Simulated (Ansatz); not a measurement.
# Sb: uniaxial strain along c

The task here is to estimate one member of a computed series from the others.

Program: Ansatz 0.2.0. Level of theory: DFT PBEsol, scalar-relativistic, plane waves, PAW. These are calculated values, not measurements.

## The structure to begin with

The structure is cubic, space group Pm-3m (No. 221). The conventional cell has a = 3.062 Å, b = 3.062 Å, c = 3.062 Å, α = 90.00°, β = 90.00°, γ = 90.00°. Sb (site symmetry m-3m) is surrounded by 6 Sb at 3.06 Å.

Structure file:

```
CELL_PARAMETERS angstrom
3.06174 0.00000 0.00000
0.00000 3.06174 0.00000
0.00000 0.00000 3.06174
ATOMIC_POSITIONS crystal
Sb 0.00000 0.00000 0.00000
```

It is the result of an earlier relaxation at this level (volume 28.70 Å³/atom; gap on the mesh: none (metal)).

The first run:

File input.yaml:

```yaml
crystal:
  lattice:
    - [3.0617437798, 0.0, 0.0]
    - [0.0, 3.0617437798, 0.0]
    - [0.0, 0.0, 3.0617437798]
  atoms:
    - { symbol: Sb, position: [0.0, 0.0, 0.0] }
basis:
  ecutwfc: 420
kpoints:
  mp_grid: { grid: [18, 18, 18] }
hamiltonian:
  xc: pbesol
scf:
  occupations: { method: gaussian, width: 0.1 }
output:
  forces: true
  stress: true
  eigenvalues: true
```

The run is started by

```
ansatz run input.yaml --threads 1 --pin off --max-ram 2560MiB --backend cpu --events-out ev --progress --plain --runs-dir out
```

Steps of the session up to this table: The unstrained reference; The cell strained by -1.0 %; Strain +1.0 %; At -2.0 %; At +2.0 %; At -3.0 %; The cell strained by +3.0 %.

One of the session's tables, all rows but one given; the rest of the session is left out.

Lengths are those of the vectors of the cell that was run; stresses in GPa:

| strain (%) | ΔE (meV/atom) | a (Å) | b (Å) | c (Å) |
| --- | --- | --- | --- | --- |
| -3.0 | 13.9 | 3.070 | 3.070 | 2.970 |
| -2.0 | ? | ? | ? | ? |
| -1.0 | 1.4 | 3.065 | 3.065 | 3.031 |
| +0.0 | 0.0 | 3.062 | 3.062 | 3.062 |
| +1.0 | 1.0 | 3.057 | 3.057 | 3.092 |
| +2.0 | 4.4 | 3.053 | 3.053 | 3.123 |
| +3.0 | 10.0 | 3.049 | 3.049 | 3.154 |

**Question.** Estimate the row for strain (%) = -2.0.

Worked estimate for «ΔE (meV/atom)». A straight line through the neighbours (-3.0, 13.9) and (-1.0, 1.4) gives 13.9 + (1.4 − 13.9) × (-2.0 + 3.0) / (-1.0 + 3.0) = 7.7; a parabola fitted to 3 rows on both sides gives 6.0.

The run gave: ΔE (meV/atom): 6.0; a (Å): 3.067; b (Å): 3.067; c (Å): 3.001. In «ΔE (meV/atom)» the line misses by +1.7 and the parabola by 0.0.

ΔE is over the unstrained cell. Stress in GPa, positive in compression, on the Cartesian axes of the input. 
